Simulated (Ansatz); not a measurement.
# Ag: strong compression

How does Ag (beta tin type) answer strong compression, and how long do frozen cores keep up with all electrons? The runs shown use LAPW, crystal datasets and norm-conserving. Companion runs by PAW are cited. Its runs: the reference run (LAPW); volume scaled by 1 (crystal datasets and norm-conserving); volume scaled by 0.9 (LAPW and crystal datasets); volume scaled by 0.8 (LAPW); volume scaled by 0.7 (LAPW and norm-conserving); volume scaled by 0.6 (LAPW); volume scaled by 0.5 (LAPW); volume scaled by 0.4 (LAPW, crystal datasets and norm-conserving).

Program: Ansatz 0.2.0. Level of theory: DFT PBE, with the methods named in each step. These are calculated values, not measurements.

### Step 1. The structure to begin with

It takes space group I4_1/amd (No. 141, tetragonal). The conventional cell has a = 5.322 Å, b = 5.322 Å, c = 2.790 Å, α = 90.00°, β = 90.00°, γ = 90.00°. Ag (site symmetry -4m2) has 6 Ag at 2.75 to 2.79 Å as nearest neighbours.

Coordinates:

```cif
data_structure
_symmetry_space_group_name_H-M 'P 1'
_symmetry_Int_Tables_number 1
_cell_length_a 4.0133
_cell_length_b 4.0133
_cell_length_c 4.0133
_cell_angle_alpha 96.940
_cell_angle_beta 96.940
_cell_angle_gamma 139.319
_cell_volume 39.51
loop_
_atom_site_label
_atom_site_type_symbol
_atom_site_fract_x
_atom_site_fract_y
_atom_site_fract_z
_atom_site_occupancy
Ag1 Ag 0.62500 0.87500 0.75000 1
Ag2 Ag 0.37500 0.12500 0.25000 1
```

Whether this phase is the stable one at these pressures isn't tested.

Atoms are numbered in the order of the input: Ag1, Ag2.

### Step 2. The reference volume, LAPW

input.yaml reads:

```yaml
crystal:
  lattice:
    - [-2.6608906731, 2.6608906731, 1.3950071283]
    - [2.6608906731, -2.6608906731, 1.3950071283]
    - [2.6608906731, 2.6608906731, -1.3950071283]
  atoms:
    - { symbol: Ag, position: [-0.375, -0.125, -0.25] }
    - { symbol: Ag, position: [0.375, 0.125, 0.25] }
kpoints:
  mp_grid: { grid: [15, 15, 15] }
  band_path:
    path:
      - [0.0, 0.0, 0.0]
      - [0.0, 0.0, 0.5]
      - [-0.5, 0.5, 0.5]
      - [0.0, 0.0, 0.0]
      - [0.3187129825, 0.3187129825, -0.3187129825]
      - [-0.3187129825, 0.6812870175, 0.3187129825]
      - [-0.5, 0.5, 0.5]
      - [0.0, 0.0, 0.5]
      - [0.25, 0.25, 0.25]
    npoints: 14
scf:
  occupations: { method: fermi_dirac, width: 0.1 }
hamiltonian:
  xc: pbe
  pseudopotentials: { kind: all_electron, lapw: { basis_error: 0.001 } }
output:
  forces: true
  stress: true
  eigenvalues: true
  populations: true
  dos: { projected: true, de: 0.2, e_range: [-14, 8] }
```

On the command line:

```
> ansatz run input.yaml --threads 1 --pin off --max-ram 2048MiB --backend cpu --events-out ev --progress --plain --runs-dir out
```

### Step 3. Volume scaled by 1, crystal datasets

input.yaml reads:

```yaml
crystal:
  lattice:
    - [-2.6608906731, 2.6608906731, 1.3950071283]
    - [2.6608906731, -2.6608906731, 1.3950071283]
    - [2.6608906731, 2.6608906731, -1.3950071283]
  atoms:
    - { symbol: Ag, position: [-0.375, -0.125, -0.25] }
    - { symbol: Ag, position: [0.375, 0.125, 0.25] }
kpoints:
  mp_grid: { grid: [15, 15, 15] }
scf:
  occupations: { method: fermi_dirac, width: 0.1 }
hamiltonian:
  xc: pbe
  pseudopotentials: { kind: all_electron, datasets: crystal }
output:
  forces: true
  stress: true
  eigenvalues: true
```

### Step 4. Volume scaled by 1, norm-conserving

Changes to input.yaml since step 3:

```diff
@@ -14,3 +14,3 @@
   xc: pbe
-  pseudopotentials: { kind: all_electron, datasets: crystal }
+  pseudopotentials: { kind: nc }
 output:
```

### Step 5. Volume scaled by 0.9, LAPW

input.yaml reads:

```yaml
crystal:
  lattice:
    - [-2.5655253112, 2.5655253112, 1.3505802398]
    - [2.5655253112, -2.5655253112, 1.3505802398]
    - [2.5655253112, 2.5655253112, -1.3505802398]
  atoms:
    - { symbol: Ag, position: [-0.375, -0.125, -0.25] }
    - { symbol: Ag, position: [0.375, 0.125, 0.25] }
kpoints:
  mp_grid: { grid: [15, 15, 15] }
scf:
  occupations: { method: fermi_dirac, width: 0.1 }
hamiltonian:
  xc: pbe
  pseudopotentials: { kind: all_electron, lapw: { basis_error: 0.001 } }
output:
  forces: true
  stress: true
  eigenvalues: true
  populations: true
```

### Step 6. Volume scaled by 0.9, crystal datasets

Changes to input.yaml since step 5:

```diff
@@ -14,3 +14,3 @@
   xc: pbe
-  pseudopotentials: { kind: all_electron, lapw: { basis_error: 0.001 } }
+  pseudopotentials: { kind: all_electron, datasets: crystal }
 output:
@@ -19,2 +19 @@
   eigenvalues: true
-  populations: true
```

### Step 7. Volume scaled by 0.8, LAPW

input.yaml reads:

```yaml
crystal:
  lattice:
    - [-2.4641472731, 2.4641472731, 1.3013291415]
    - [2.4641472731, -2.4641472731, 1.3013291415]
    - [2.4641472731, 2.4641472731, -1.3013291415]
  atoms:
    - { symbol: Ag, position: [-0.375, -0.125, -0.25] }
    - { symbol: Ag, position: [0.375, 0.125, 0.25] }
kpoints:
  mp_grid: { grid: [15, 15, 15] }
scf:
  occupations: { method: fermi_dirac, width: 0.1 }
hamiltonian:
  xc: pbe
  pseudopotentials: { kind: all_electron, lapw: { basis_error: 0.001 } }
output:
  forces: true
  stress: true
  eigenvalues: true
  populations: true
```

### Step 8. Volume scaled by 0.7, LAPW

Changes to input.yaml since step 7:

```diff
@@ -2,5 +2,5 @@
   lattice:
-    - [-2.4641472731, 2.4641472731, 1.3013291415]
-    - [2.4641472731, -2.4641472731, 1.3013291415]
-    - [2.4641472731, 2.4641472731, -1.3013291415]
+    - [-2.3551260909, 2.3551260909, 1.246522729]
+    - [2.3551260909, -2.3551260909, 1.246522729]
+    - [2.3551260909, 2.3551260909, -1.246522729]
   atoms:
```

### Step 9. Volume scaled by 0.7, norm-conserving

Changes to input.yaml since step 8:

```diff
@@ -14,3 +14,3 @@
   xc: pbe
-  pseudopotentials: { kind: all_electron, lapw: { basis_error: 0.001 } }
+  pseudopotentials: { kind: nc }
 output:
@@ -19,2 +19 @@
   eigenvalues: true
-  populations: true
```

### Step 10. Volume scaled by 0.6, LAPW

input.yaml reads:

```yaml
crystal:
  lattice:
    - [-2.2361315471, 2.2361315471, 1.1851874455]
    - [2.2361315471, -2.2361315471, 1.1851874455]
    - [2.2361315471, 2.2361315471, -1.1851874455]
  atoms:
    - { symbol: Ag, position: [-0.375, -0.125, -0.25] }
    - { symbol: Ag, position: [0.375, 0.125, 0.25] }
kpoints:
  mp_grid: { grid: [15, 15, 15] }
scf:
  occupations: { method: fermi_dirac, width: 0.1 }
hamiltonian:
  xc: pbe
  pseudopotentials: { kind: all_electron, lapw: { basis_error: 0.001 } }
output:
  forces: true
  stress: true
  eigenvalues: true
  populations: true
```

### Step 11. Volume scaled by 0.5, LAPW

Changes to input.yaml since step 10:

```diff
@@ -2,5 +2,5 @@
   lattice:
-    - [-2.2361315471, 2.2361315471, 1.1851874455]
-    - [2.2361315471, -2.2361315471, 1.1851874455]
-    - [2.2361315471, 2.2361315471, -1.1851874455]
+    - [-2.1034850772, 2.1034850772, 1.1161475825]
+    - [2.1034850772, -2.1034850772, 1.1161475825]
+    - [2.1034850772, 2.1034850772, -1.1161475825]
   atoms:
```

### Step 12. Volume scaled by 0.4, LAPW

input.yaml reads:

```yaml
crystal:
  lattice:
    - [-1.9519882122, 1.9519882122, 1.036898149]
    - [1.9519882122, -1.9519882122, 1.036898149]
    - [1.9519882122, 1.9519882122, -1.036898149]
  atoms:
    - { symbol: Ag, position: [-0.375, -0.125, -0.25] }
    - { symbol: Ag, position: [0.375, 0.125, 0.25] }
kpoints:
  mp_grid: { grid: [15, 15, 15] }
  band_path:
    path:
      - [0.0, 0.0, 0.0]
      - [0.0, 0.0, 0.5]
      - [-0.5, 0.5, 0.5]
      - [0.0, 0.0, 0.0]
      - [0.3205436336, 0.3205436336, -0.3205436336]
      - [-0.3205436336, 0.6794563664, 0.3205436336]
      - [-0.5, 0.5, 0.5]
      - [0.0, 0.0, 0.5]
      - [0.25, 0.25, 0.25]
    npoints: 8
scf:
  occupations: { method: fermi_dirac, width: 0.1 }
hamiltonian:
  xc: pbe
  pseudopotentials: { kind: all_electron, lapw: { basis_error: 0.001 } }
output:
  forces: true
  stress: true
  eigenvalues: true
  populations: true
  dos: { projected: true, de: 0.2, e_range: [-14, 8] }
```

### Step 13. Volume scaled by 0.4, crystal datasets

input.yaml reads:

```yaml
crystal:
  lattice:
    - [-1.9519882122, 1.9519882122, 1.036898149]
    - [1.9519882122, -1.9519882122, 1.036898149]
    - [1.9519882122, 1.9519882122, -1.036898149]
  atoms:
    - { symbol: Ag, position: [-0.375, -0.125, -0.25] }
    - { symbol: Ag, position: [0.375, 0.125, 0.25] }
kpoints:
  mp_grid: { grid: [15, 15, 15] }
scf:
  occupations: { method: fermi_dirac, width: 0.1 }
hamiltonian:
  xc: pbe
  pseudopotentials: { kind: all_electron, datasets: crystal }
output:
  forces: true
  stress: true
  eigenvalues: true
```

### Step 14. Volume scaled by 0.4, norm-conserving

Changes to input.yaml since step 13:

```diff
@@ -14,3 +14,3 @@
   xc: pbe
-  pseudopotentials: { kind: all_electron, datasets: crystal }
+  pseudopotentials: { kind: nc }
 output:
```

(Steps that only read results are left out.)

Q: Predict the outcome of this session. Wanted: LAPW pressure at 0.4 of the volume; PAW pressure at 0.4 of the volume; crystal datasets pressure at 0.4 of the volume; norm-conserving pressure at 0.4 of the volume; fitted bulk modulus at zero pressure.

The runs gave:

| quantity | value |
| --- | --- |
| LAPW pressure at 0.4 of the volume | 809.6 GPa |
| PAW pressure at 0.4 of the volume | 809.6 GPa |
| PAW (cutoff 1000 eV) pressure at 0.4 of the volume | 809.3 GPa |
| crystal datasets pressure at 0.4 of the volume | 809.6 GPa |
| norm-conserving pressure at 0.4 of the volume | 810.3 GPa |
| fitted bulk modulus at zero pressure (LAPW) | 82 GPa |
| its pressure derivative | 5.18 |

**Reading.** By LAPW the pressure climbs to 810 GPa at 0.4 of the first volume. A third-order Birch-Murnaghan curve fits the range only roughly (B₀ = 82 GPa, B′ = 5.18, misfit at most 7.17 GPa). A fit over so wide a range leans to the high pressures, so B₀ can be off by several per cent. Where LAPW's pressure is over 3 GPa, PAW's departs from it by at most 0.1 %, at 0.5 of the volume. The ions are at rest, and the electrons smeared by 0.1 eV.
